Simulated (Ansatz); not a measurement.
TiTe2:

```
Ti Te
1.0
     3.02557    0.00000    0.00000
     0.00000    3.02557    0.00000
     0.00000    0.00000    9.30163
Ti Te
1 2
Direct
  0.00000 0.00000 0.00000
  0.00000 0.00000 0.29431
  0.00000 0.00000 0.70569
```

The cell was built by a generator and needn't be a form met in nature.

Base run:

```yaml
Program: Ansatz 0.2.0
Functional: LDA
Potentials_or_basis: Ansatz PAW
Cutoff: "420 eV (not typed: the program's choice for these potentials)"
k_mesh: 9 × 9 × 3
Occupations: fermi-dirac, width 0.05 eV
Spin: no spin polarisation
Hubbard_terms: Ti d U = 3 eV
```

Its results: band gap on the k mesh none (metal or under the smearing width); pressure 1.3 GPa; largest force 0.010 eV/Å.

The run is repeated on the same cell with these changes: hubbard terms from Ti d U = 3 eV to none; hubbard projectors from ortho-atomic (the default) to none. What comes out?

Band gap on the k mesh none (metal or under the smearing width); pressure -1.4 GPa; largest force 0.211 eV/Å.

Caveats: the PAW data sets come from PBE, with cores solved anew for the run's functional, which leaves a small shift of forces and pressure; U without spin polarisation on a metal has little footing (some runs); the U is typed as a test and isn't derived for this compound (some runs).
